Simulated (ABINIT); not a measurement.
Wanted: the native input for an ABINIT 10.8.3 (patched build) run.

```yaml
Task: band structure
Functional: PBEsol
Potentials_or_basis: PseudoDojo NC SR PBEsol v0.4.1 standard
Cutoff: 1088 eV
k_mesh: 8 × 8 × 8
Occupations: fermi-dirac, width 0.05 eV
Spin: no spin polarisation
```

GaP:

```
Ga P
1.0
     0.00000    2.72525    2.72525
     2.72525    0.00000    2.72525
     2.72525    2.72525    0.00000
Ga P
1 1
Direct
  0.00000 0.00000 0.00000
  0.75000 0.75000 0.75000
```

One way to write it, as run:

run.abi

```
# Datasets: ground state, then fixed potential
ndtset 2

# Pseudopotentials
pp_dirpath "./"
pseudos "Ga.upf, P.upf"

# Structure
acell 3*1.0 Angstrom
rprim
     0.0000000000     2.7252500000     2.7252500000
     2.7252500000     0.0000000000     2.7252500000
     2.7252500000     2.7252500000     0.0000000000
ntypat 2
znucl 31 15
natom 2
typat 1 2
xred
     0.0000000000     0.0000000000     0.0000000000
     0.7500000000     0.7500000000     0.7500000000

# Plane-wave basis
ecut 40.0

# Exchange and correlation
ixc -116133

# Bands and occupations
occopt 3
tsmear 0.05 eV

# SCF cycle
nstep 100

# Output
iomode 3
prtwf 0
prteig 0
prtebands 0
enunit 2
prtden1 1

# Dataset 1
kptopt1 1
ngkpt1 8 8 8
nshiftk1 1
shiftk1 0.0 0.0 0.0
nband1 13
tolvrs1 1.0e-10

# Dataset 2: bands along G-X-W-K-G-L-U-W-L-K
iscf2 -2
getden2 1
nband2 17
nbdbuf2 2
tolwfr2 1.0e-12
kptopt2 -9
ndivsm2 6
prteig2 1
prtvol2 -3
kptbounds2
     0.0000000000     0.0000000000     0.0000000000
     0.5000000000     0.0000000000     0.5000000000
     0.5000000000     0.2500000000     0.7500000000
     0.3750000000     0.3750000000     0.7500000000
     0.0000000000     0.0000000000     0.0000000000
     0.5000000000     0.5000000000     0.5000000000
     0.6250000000     0.2500000000     0.6250000000
     0.5000000000     0.2500000000     0.7500000000
     0.5000000000     0.5000000000     0.5000000000
     0.3750000000     0.3750000000     0.7500000000
```

Potentials or basis: PseudoDojo NC SR PBEsol v0.4.1 standard.

Command:

```bash
$ abinit run.abi > log 2>&1
```

It gave:

```
Pressure                                              : -0.5 GPa
Band gap on the k mesh                                : 1.52 eV, indirect (least direct gap 1.74 eV)
Band gap along the path                               : 1.47 eV, indirect (least direct gap 1.74 eV)
Valence electrons inside the program's atomic spheres : Ga 10.82; P 2.79
```

It took 3.2 min on 1 thread of Arm Neoverse V1 (shared host), peak memory 0.16 GiB.
